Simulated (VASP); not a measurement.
# Ru (P6_3/mmc) in VASP: core levels with PBEsol

Aim: the core levels of Ru with PBEsol.

Program: VASP 6.6.1. These are calculated values, not measurements. Logs are shortened: lines on timing, memory, paths and dates and some standing lists are left out, and cuts for length are marked.

**1. The crystal as given**

It takes space group P6_3/mmc (No. 194, hexagonal). The conventional cell has a = 2.706 Å, b = 2.706 Å, c = 4.282 Å, α = 90.00°, β = 90.00°, γ = 120.00°. Around Ru (site symmetry -6m2) lie 12 Ru at 2.65 to 2.71 Å.

**2. Core levels, PBEsol**

The input, INCAR:

```
SYSTEM = Ru
ALGO = Fast
EDIFF = 1E-7
ENCUT = 520
GGA = PS
ICORELEVEL = 1
ISIF = 2
ISMEAR = -1
LASPH = .TRUE.
LCHARG = .FALSE.
LREAL = .FALSE.
LWAVE = .FALSE.
NELM = 60
PREC = Accurate
SIGMA = 0.05
```

The input, KPOINTS:

```
k-points
0
G
  14 14 8
  0 0 0
```

The input, POSCAR:

```
Ru
1.0
    2.7058000000      0.0000000000      0.0000000000
   -1.3529000000      2.3432915376      0.0000000000
    0.0000000000      0.0000000000      4.2819000000
Ru
2
Direct
    0.3333333333      0.6666666667      0.2500000000
    0.6666666667      0.3333333333      0.7500000000
```

Potentials or basis: VASP PAW PBE potentials, release 64 (Ru_pv).

Started as:

```bash
cat potpaw_PBE.64/Ru_pv/POTCAR > POTCAR
mpirun -np 1 vasp_std > vasp.out
```

OUTCAR:

```text
SYSTEM = Ru
   EDIFF = 1E-7
   ENCUT = 520
   GGA = PS
   ISIF = 2
   ISMEAR = -1
   LASPH = .TRUE.
   LREAL = .FALSE.
   NELM = 60
   PREC = Accurate

 ion  position               nearest neighbor table
   1  0.333  0.667  0.250-   2 2.65   2 2.65   2 2.65   2 2.65   2 2.65   2 2.65
   2  0.667  0.333  0.750-   1 2.65   1 2.65   1 2.65   1 2.65   1 2.65   1 2.65

  LATTYP: Found a hexagonal cell.
 ALAT       =     2.7058000000
 C/A-ratio  =     1.5824894671

  Lattice vectors:

 A1 = (   2.7058000000,   0.0000000000,   0.0000000000)
 A2 = (  -1.3529000000,   2.3432915376,   0.0000000000)
 A3 = (   0.0000000000,   0.0000000000,   4.2819000000)

Analysis of symmetry for initial positions (statically):
=====================================================================
 Subroutine PRICEL returns:
 Original cell was already a primitive cell.

 Routine SETGRP: Setting up the symmetry group for a
 hexagonal supercell.

 Subroutine GETGRP returns: Found 24 space group operations
 (whereof 12 operations were pure point group operations)
 out of a pool of 24 trial point group operations.

The static configuration has the point symmetry D_3d.
 The point group associated with its full space group is D_6h.

Analysis of symmetry for dynamics (positions and initial velocities):
=====================================================================
 Subroutine PRICEL returns:
 Original cell was already a primitive cell.

 Routine SETGRP: Setting up the symmetry group for a
 hexagonal supercell.

 Subroutine GETGRP returns: Found 24 space group operations
 (whereof 12 operations were pure point group operations)
 out of a pool of 24 trial point group operations.

The dynamic configuration has the point symmetry D_3d.
 The point group associated with its full space group is D_6h.

 Subroutine INISYM returns: Found 24 space group operations
 (whereof 12 operations are pure point group operations),
 and found     1 'primitive' translations

----------------------------------------------------------------------------------------

                                     Primitive cell

  volume of cell :      27.1493

  direct lattice vectors                    reciprocal lattice vectors
     2.705800000  0.000000000  0.000000000     0.369576465  0.213375072  0.000000000
    -1.352900000  2.343291538  0.000000000     0.000000000  0.426750144  0.000000000
     0.000000000  0.000000000  4.281900000     0.000000000  0.000000000  0.233541185
[... 95 lines left out ...]
   NELECT =      28.0000    total number of electrons
   NUPDOWN=      -1.0000    fix difference up-down
   EMIN   =  10.00;   EMAX   =-10.00  energy-range for DOS
   EFERMI =   0.00;   METHOD = LEGACY
   ISMEAR =    -1;   SIGMA  =   0.05  broadening in eV -4-tet -1-fermi 0-gaus
   EFERMI_NEDOS =   21; number of points for ismear=-14 and -15
   IALGO  =     68    algorithm
   IMIX   =      4    mixing-type and parameters
     AMIX     =   0.40;   BMIX     =  1.00
     AMIX_MAG =   1.60;   BMIX_MAG =  1.00
  volume/ion in A,a.u.               =      13.57        91.61
  Fermi-wavevector in a.u.,A,eV,Ry     =   1.654022  3.125649 37.222674  2.735789
  Thomas-Fermi vector in A             =   2.742361
   LORBIT       =      0    0 simple, 1 ext, 2 COOP (PROOUT), +10 PAW based schemes
   GGA     = PS    functional components
   LHFCALC =     F    Hartree Fock is set to
   AEXX    =    0.0000 exact exchange contribution
   IVDW    =     0    specifies the selected vdW correction
   LEPSILON=     F    determine dielectric tensor
   LRPA    =     F    only Hartree local field effects (RPA)
 non-spin polarized calculation
 RMM-DIIS sequential band-by-band and
  energy-cutoff  :      520.00
  volume of cell :       27.15
 maximum number of plane-waves:       752
 NGX is ok and might be reduce to    20
   NGX =  9   NGY =  9   NGZ = 15

 number of electron      28.0000008 magnetization

 Free energy of the ion-electron system (eV)
  ---------------------------------------------------
  ext. energy  EPLUGINS =         0.00000000
  ---------------------------------------------------
  free energy    TOTEN  =       -20.33452395 eV

  energy without entropy =      -20.31795470  energy(sigma->0) =      -20.32623933

 the core state eigenenergies are
   1-  1s -21917.7362  2s  -3138.1141  2p  -2808.6478  3s   -539.7436  3p   -431.5157
       3d   -257.5154  4s    -60.2967
   2-  1s -21917.7362  2s  -3138.1141  2p  -2808.6478  3s   -539.7436  3p   -431.5157
       3d   -257.5154  4s    -60.2967

 E-fermi :  12.6944     XC(G=0): -14.2821

 val. band max:       12.6940619319   @ k =   0.4286   0.0714   0.2500
 cond. band min:      12.6980360895   @ k =   0.2857   0.1429   0.0000
 fundamental gap:      0.0039741576
 Fermi energy:        12.6944487189

 k-point     1 :       0.0000    0.0000    0.0000
  band No.  band energies     occupation
      1     -30.9052      2.00000
      2     -29.9610      2.00000
      3     -29.9610      2.00000
      4     -29.7898      2.00000
      5     -29.7898      2.00000
      6     -29.7544      2.00000
[... 265 lines left out ...]
 k-point    14 :       0.4286    0.0714    0.0000
  band No.  band energies     occupation
      1     -30.6927      2.00000
      2     -30.5026      2.00000
      3     -30.4213      2.00000
      4     -30.2106      2.00000
      5     -30.0468      2.00000
      6     -29.9331      2.00000
      7       6.6924      2.00000
      8       7.2094      2.00000
      9       7.4154      2.00000
     10       9.6620      2.00000
     11      10.5897      2.00000
     12      10.5898      2.00000

------------------------ aborting loop because EDIFF is reached ----------------------------------------

  FORCE on cell =-STRESS in cart. coord.  units (eV):
  Direction    XX          YY          ZZ          XY          YZ          ZX
  --------------------------------------------------------------------------------------
  -------------------------------------------------------------------------------------
  Total       -0.9580888     -0.9580888     -1.2811637      0.0000000      0.0000000      0.0000000
  in kB      -56.5402597    -56.5402597    -75.6060730      0.0000000      0.0000000      0.0000000
  external PRESSURE =     -62.8955308 kB  Pullay stress =       0.0000000 kB

 VOLUME and BASIS-vectors are now :
 -----------------------------------------------------------------------------
  energy-cutoff  :      520.00
  volume of cell :       27.15
      direct lattice vectors                 reciprocal lattice vectors
     2.705800000  0.000000000  0.000000000     0.369576465  0.213375072  0.000000000
    -1.352900000  2.343291538  0.000000000     0.000000000  0.426750144  0.000000000
     0.000000000  0.000000000  4.281900000     0.000000000  0.000000000  0.233541185

 POSITION                                       TOTAL-FORCE (eV/Angst)
 -----------------------------------------------------------------------------------
     -0.00000      1.56219      1.07048         0.000000      0.000000      0.000000
      1.35290      0.78110      3.21143        -0.000000      0.000000      0.000000
 -----------------------------------------------------------------------------------
    total drift:                               -0.000000      0.000000     -0.000000

  FREE ENERGIE OF THE ION-ELECTRON SYSTEM (eV)
  ---------------------------------------------------
  free  energy   TOTEN  =       -20.3345239527 eV

  energy  without entropy=      -20.3179547024  energy(sigma->0) =      -20.32623933
```

OSZICAR:

```text
N       E                     dE             d eps       ncg     rms          rms(c)
DAV:   1     0.283565135827E+03    0.28357E+03   -0.18054E+04  4320   0.173E+03
DAV:   2    -0.151775206572E+02   -0.29874E+03   -0.29300E+03  4552   0.495E+02
DAV:   3    -0.218865018393E+02   -0.67090E+01   -0.65262E+01  4500   0.794E+01
DAV:   4    -0.219519686300E+02   -0.65467E-01   -0.65370E-01  5218   0.706E+00
DAV:   5    -0.219529936285E+02   -0.10250E-02   -0.10250E-02  4662   0.796E-01    0.193E+01
RMM:   6    -0.204347070479E+02    0.15183E+01   -0.38532E+00  4320   0.186E+01    0.478E+00
RMM:   7    -0.203433344604E+02    0.91373E-01   -0.63127E-01  4347   0.607E+00    0.841E-01
RMM:   8    -0.203370784821E+02    0.62560E-02   -0.34981E-02  4406   0.193E+00    0.610E-01
RMM:   9    -0.203345282603E+02    0.25502E-02   -0.50679E-03  4446   0.665E-01    0.803E-02
RMM:  10    -0.203345117154E+02    0.16545E-04   -0.53434E-04  4559   0.267E-01    0.120E-02
RMM:  11    -0.203345223488E+02   -0.10633E-04   -0.12984E-04  5134   0.883E-02    0.102E-02
RMM:  12    -0.203345240326E+02   -0.16838E-05   -0.23022E-05  5849   0.347E-02    0.442E-03
RMM:  13    -0.203345235689E+02    0.46372E-06   -0.36413E-06  5569   0.175E-02    0.187E-03
RMM:  14    -0.203345239724E+02   -0.40350E-06   -0.77259E-07  4666   0.948E-03    0.260E-04
RMM:  15    -0.203345239527E+02    0.19639E-07   -0.17301E-07  2888   0.457E-03
   1 F= -.20334524E+02 E0= -.20326239E+02  d E =-.165693E-01
```

Wall time 30 s (1 thread of Intel Xeon Platinum 8488C (Sapphire Rapids), shared host); peak memory 0.17 GiB.

Results:

* Free energy: -20.3345 eV
* Pressure: -6.3 GPa
* Band gap on the k mesh: none (metal or under the smearing width)

Stress tensor (GPa, compression positive):
```
-5.65  0.00  0.00
 0.00 -5.65  0.00
 0.00  0.00 -7.56
```

Core levels (eV, on the scale of the bands):
| atom | levels |
| --- | --- |
| 1 Ru | 1s -21917.7, 2s -3138.1, 2p -2808.6, 3s -539.7, 3p -431.5, 3d -257.5, 4s -60.3 |
| 2 Ru | 1s -21917.7, 2s -3138.1, 2p -2808.6, 3s -539.7, 3p -431.5, 3d -257.5, 4s -60.3 |

Caveat: the PAW data sets were made with another functional, which shifts forces and pressure a little.
